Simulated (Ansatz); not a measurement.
# Iridium, simple cubic under RPBE: from relaxation to bulk modulus

What does RPBE give for iridium in the simple cubic structure? We relax it, solve it on a dense k-mesh, then scale the cell to 7 volumes from 88 to 112 % of the relaxed one and try a fit of the equation of state. Spin polarisation is left out. The k-meshes are 13×13×13 for the relaxation; 20×20×20 for the dense run; 14×14×14 for the volumes.

This is Ir in the simple cubic structure; at room conditions it is fcc.

Computed with Ansatz 0.2.0 (DFT RPBE, plane waves (420 eV) with PAW, scalar-relativistic; PAW files made under PBE, frozen cores solved again for the functional, unless a step says otherwise).

## (1) The system as given

It takes space group Pm-3m (No. 221, cubic). Conventional cell: a = 2.482 Å, b = 2.482 Å, c = 2.482 Å, α = 90.00°, β = 90.00°, γ = 90.00°. Ir (site symmetry m-3m) is surrounded by 6 Ir at 2.48 Å.

As a file:

```
Ir
1.0
     2.48152    0.00000    0.00000
     0.00000    2.48152    0.00000
     0.00000    0.00000    2.48152
Ir
1
Cartesian
  0.0000 0.0000 0.0000
```

## (2) Relaxation of the cell

input.yaml reads:

```yaml
crystal:
  lattice:
    - [2.4815209647, 0.0, 0.0]
    - [0.0, 2.4815209647, 0.0]
    - [0.0, 0.0, 2.4815209647]
  atoms:
    - { symbol: Ir, position: [0.0, 0.0, 0.0] }
hamiltonian:
  xc: rpbe
  pseudopotentials:
    kind: paw
    azcp:
      Ir: "pseudopotentials/Ir.paw.azcp"
basis:
  ecutwfc: 420
  fft_grid_basis: typed
kpoints:
  mp_grid: { grid: [13, 13, 13], shift: [0, 0, 0] }
magnetization:
  spin_polarized: false
scf:
  occupations: { method: fermi_dirac, width: 0.1 }
relax:
  max_steps: 60
  f_tol: 0.01
  cell: {}
```

Further steps of the session: Single point on a dense mesh; Equation of state: 88 %; Equation of state: 92 %; Equation of state: 96 %; Equation of state: 100 %; Equation of state: 104 %; Equation of state: 108 %; Equation of state: 112 %.

What does the calculation give? Wanted: space group; conventional cell; volume; shortest distance; gap on the mesh; relative to fcc; V₀, B₀, B₀′.

As calculated:

| quantity | value |
| --- | --- |
| space group (spins left aside) | Pm-3m (No. 221) |
| conventional cell | a = 2.585 Å |
| volume | 17.276 Å³/atom |
| shortest distance | 2.585 Å |
| gap on the mesh | none (levels filled in part) |
| relative to fcc | +974 meV/atom |
| V₀, B₀, B₀′ | 17.216 Å³/atom, 232 GPa, 5.0 |

**Reading.** The relaxation enlarged the cell by 13.1 % in volume. It lies 974 meV/atom above the element's reference form at the same level (fcc, from a run of its own). No gap shows: it is a metal or semimetal at this level. B₀ comes out at 232 GPa. Relaxation kept the symmetry; phonons were not checked.
